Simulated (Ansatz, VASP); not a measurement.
One calculation of Ti, two programs

The input POSCAR:

```
Ti
1.0
    0.0000000000      1.9694188519      1.9694188519
    1.9694188519      0.0000000000      1.9694188519
    1.9694188519      1.9694188519      0.0000000000
Ti
1
Direct
    0.0000000000      0.0000000000      0.0000000000
```

INCAR.step1

```
SYSTEM = Ti
PREC = Accurate
ENCUT = 520
ISMEAR = 0
SIGMA = 0.1
LREAL = .False.
LASPH = .True.
NELM = 60
NBANDS = 12
GGA = PE
ALGO = Normal
EDIFF = 1E-4
LWAVE = .True.
LCHARG = .False.
```

INCAR.step2

```
SYSTEM = Ti
PREC = Accurate
ENCUT = 520
EDIFF = 1E-7
ISMEAR = 0
SIGMA = 0.1
LREAL = .False.
LASPH = .True.
NELM = 60
ALGO = Normal
ISIF = 2
LWAVE = .False.
LCHARG = .False.
METAGGA = R2SCAN
LMIXTAU = .True.
NBANDS = 12
ISTART = 1
```

Contents of KPOINTS:

```
Automatic mesh
0
Gamma
  18 18 18
  0 0 0
```

Input for Ansatz:

```yaml
crystal:
  lattice:
    - [0.0, 1.9694188519, 1.9694188519]
    - [1.9694188519, 0.0, 1.9694188519]
    - [1.9694188519, 1.9694188519, 0.0]
  atoms:
    - { symbol: Ti, position: [0.0, 0.0, 0.0] }
basis:
  ecutwfc: 500
kpoints:
  mp_grid: { grid: [18, 18, 18] }
hamiltonian:
  xc: r2scan
scf:
  occupations: { method: gaussian, width: 0.1 }
output:
  forces: true
  stress: true
  eigenvalues: true
```

Alike in both runs: task single point; functional r2SCAN; k mesh 18 × 18 × 18; occupations gaussian, width 0.1 eV; no spin polarisation.

|  | VASP | Ansatz |
| --- | --- | --- |
| version | VASP 6.6.1 | Ansatz 0.2.0 |
| potentials or method | VASP PAW PBE potentials, release 64 (Ti_sv) | scalar-relativistic, plane waves, PAW |
| plane-wave cutoff (eV) | 520 | 500 |
| valence electrons in the cell | 12 | 12 |

Ansatz gave:

```
gap on the k mesh at the Fermi level (eV) : none
pressure (GPa)                            : 17.4
```

**Question.** What did VASP give for the same quantities?

**Answer.** gap on the k mesh at the Fermi level (eV): none; pressure (GPa): 18.0.

A gap of «none» marks a metal or a gap that the smearing closes.

Caveats: so large a pressure means that the cell lies far from this level's equilibrium, or that cutoff or potentials fall short (VASP); the potentials were made for another functional, which shifts forces and pressure (VASP).
